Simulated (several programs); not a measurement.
## ZnSiP2 (ordering on zincblende) from semi-empirical methods to plane-wave DFT

Measured values to be reproduced:
- band gap: 2.1 eV (optical band gap from earlier crystal studies; “Solar energy conversion properties and defect physics of ZnSiP2”; rounded literature summary from several earlier crystal studies; temperature and gap type not stated; 2015; arxiv:1506.05371)
- volume: 19.04 Å³ an atom (from the lattice constants; a of tetragonal cell; “Solar energy conversion properties and defect physics of ZnSiP2”; 2015; arxiv:1506.05371)

ZnSiP2, ordered on the zincblende lattice (I-42d) with 8 atoms a cell, relaxed with r2SCAN in Ansatz, was computed with several methods. The symmetry is I-42d (No. 122, tetragonal); a = 5.377 Å, c = 10.468 Å in the conventional setting, 18.92 Å³ an atom. Around Zn lie 4 P at 2.36 Å; around P lie 2 Si at 2.26 Å and 2 Zn at 2.36 Å; around Si lie 4 P at 2.26 Å. No spin polarisation and no zero-point or thermal motion; the cell was built from a prototype and may be hypothetical.

```yaml
crystal:
  lattice:
    - [-2.68850, 2.68850, 5.23384]
    - [2.68850, -2.68850, 5.23384]
    - [2.68850, 2.68850, -5.23384]
  atoms:
    - { symbol: Zn, position: [0.00000, 0.00000, 0.00000] }
    - { symbol: P, position: [0.37500, 0.39183, 0.51683] }
    - { symbol: Zn, position: [0.75000, 0.25000, 0.50000] }
    - { symbol: P, position: [0.14183, 0.62500, 0.01683] }
    - { symbol: Si, position: [0.50000, 0.50000, 0.00000] }
    - { symbol: P, position: [0.87500, 0.85817, 0.48317] }
    - { symbol: Si, position: [0.25000, 0.75000, 0.50000] }
    - { symbol: P, position: [0.60817, 0.12500, 0.98317] }
```

Gaps and times are for a single point on this cell; volume and bulk modulus come from each method's own relaxation or energy curve at fixed shape, which is too stiff where a cell has free coordinates or axes. Times are rough, from shared hosts (Arm Neoverse V1; Arm Neoverse V2), and each method has its own mesh and cell size. A double dagger marks a value from a curve with shape and coordinates held. PM6 (MOPAC), PM7 (MOPAC), GFN1-xTB (tblite), GFN2-xTB (tblite) treat a cluster of cells at its zone centre, which samples few k points: where these miss a band edge, the gap comes out too large for that reason alone. Gaps from k meshes are read at a limited set of points (mesh, symmetry points, PBE's band edges), so each method's own least gap may be somewhat smaller. xTB and the PM methods were fitted mostly to molecules, and can miss a solid's gap by electronvolts. Minimal bases can be far off for gaps. Times of the plane-wave ladder aren't listed, since it ran on unlike processors and cards. GLLB-SC's gap includes the derivative discontinuity. G0W0 is at finite bands, cutoff and mesh. d marks a direct gap, i an indirect one (no mark: not told apart), a dash a value that wasn't computed or didn't pass its checks.

```json
{"method": "PBEsol", "kind": "semilocal", "gap (eV)": "–", "own volume (Å³/atom)": "18.71", "bulk modulus (GPa)": "–", "atoms computed": "8", "processor time": "–"}
{"method": "GFN1-xTB (tblite)", "kind": "tight binding", "gap (eV)": "2.45", "own volume (Å³/atom)": "20.34‡", "bulk modulus (GPa)": "82‡", "atoms computed": "cluster", "processor time": "3.6 s"}
{"method": "GFN2-xTB (tblite)", "kind": "tight binding", "gap (eV)": "2.41", "own volume (Å³/atom)": "20.07‡", "bulk modulus (GPa)": "64‡", "atoms computed": "cluster", "processor time": "4.5 s"}
{"method": "light PBE (260 eV and a coarse mesh)", "kind": "light plane-wave", "gap (eV)": "1.34 d", "own volume (Å³/atom)": "–", "bulk modulus (GPa)": "–", "atoms computed": "8", "processor time": "5.2 s"}
{"method": "PM7 (MOPAC)", "kind": "semi-empirical", "gap (eV)": "3.96", "own volume (Å³/atom)": "–", "bulk modulus (GPa)": "–", "atoms computed": "cluster", "processor time": "13 s"}
{"method": "PM6 (MOPAC)", "kind": "semi-empirical", "gap (eV)": "6.71", "own volume (Å³/atom)": "–", "bulk modulus (GPa)": "–", "atoms computed": "cluster", "processor time": "13 s"}
{"method": "PBE", "kind": "semilocal", "gap (eV)": "1.31 d", "own volume (Å³/atom)": "19.34", "bulk modulus (GPa)": "86‡", "atoms computed": "8", "processor time": "–"}
{"method": "G0W0@PBE (120 eV screening cutoff)", "kind": "many-body", "gap (eV)": "1.86", "own volume (Å³/atom)": "–", "bulk modulus (GPa)": "–", "atoms computed": "8", "processor time": "–"}
{"method": "LDA", "kind": "semilocal", "gap (eV)": "1.19 d", "own volume (Å³/atom)": "18.27", "bulk modulus (GPa)": "–", "atoms computed": "8", "processor time": "–"}
{"method": "PBE/SZV (CP2K)", "kind": "small basis", "gap (eV)": "2.67 d", "own volume (Å³/atom)": "–", "bulk modulus (GPa)": "–", "atoms computed": "8", "processor time": "24 s"}
{"method": "r2SCAN", "kind": "semilocal", "gap (eV)": "1.56 d", "own volume (Å³/atom)": "18.92", "bulk modulus (GPa)": "95‡", "atoms computed": "8", "processor time": "–"}
{"method": "PBE0", "kind": "hybrid", "gap (eV)": "2.65 d", "own volume (Å³/atom)": "–", "bulk modulus (GPa)": "–", "atoms computed": "8", "processor time": "–"}
{"method": "PBE/DZVP (CP2K)", "kind": "small basis", "gap (eV)": "1.34 d", "own volume (Å³/atom)": "19.40‡", "bulk modulus (GPa)": "86‡", "atoms computed": "8", "processor time": "54 s"}
{"method": "GLLB-SC (GPAW)", "kind": "model potential", "gap (eV)": "2.25", "own volume (Å³/atom)": "–", "bulk modulus (GPa)": "–", "atoms computed": "8", "processor time": "87 s"}
{"method": "LC-ωPBE", "kind": "hybrid", "gap (eV)": "6.34 d", "own volume (Å³/atom)": "–", "bulk modulus (GPa)": "–", "atoms computed": "8", "processor time": "–"}
{"method": "HSE06", "kind": "hybrid", "gap (eV)": "1.99 d", "own volume (Å³/atom)": "–", "bulk modulus (GPa)": "–", "atoms computed": "8", "processor time": "–"}
{"method": "DDH-PBE0", "kind": "hybrid", "gap (eV)": "1.81 d", "own volume (Å³/atom)": "–", "bulk modulus (GPa)": "–", "atoms computed": "8", "processor time": "–"}
```

Against HSE06 (1.99 eV) and with closed or daggered gaps left aside, the nearest gap at the points sampled is that of G0W0@PBE (120 eV screening cutoff) (-0.13 eV) and the farthest that of PM6 (MOPAC) (+4.72 eV). HSE06 is only a yardstick of convenience, and nearness to it can be luck.

Volumes against r2SCAN's: PBEsol -1.1 %, PBE +2.2 %, LDA -3.4 %.

Comparison with experiment:
- Band gap, measured 2.1 eV: GFN1-xTB (tblite) +0.35 eV, GFN2-xTB (tblite) +0.31 eV, light PBE (260 eV and a coarse mesh) -0.76 eV, PM7 (MOPAC) +1.86 eV, PM6 (MOPAC) +4.61 eV, PBE -0.79 eV, G0W0@PBE (120 eV screening cutoff) -0.24 eV, LDA -0.91 eV, PBE/SZV (CP2K) +0.57 eV, r2SCAN -0.54 eV, PBE0 +0.55 eV, PBE/DZVP (CP2K) -0.76 eV, GLLB-SC (GPAW) +0.15 eV, LC-ωPBE +4.24 eV, HSE06 -0.11 eV, DDH-PBE0 -0.29 eV.
- Volume, measured 19.04 Å³ an atom: PBEsol -1.7 %, PBE +1.6 %, LDA -4.0 %, r2SCAN -0.6 %.
The calculations are for a static lattice; samples hold vibrations, temperature and, in optical gaps, excitons. A measured value is shown where most reports agree with it, and only for the quantities listed.
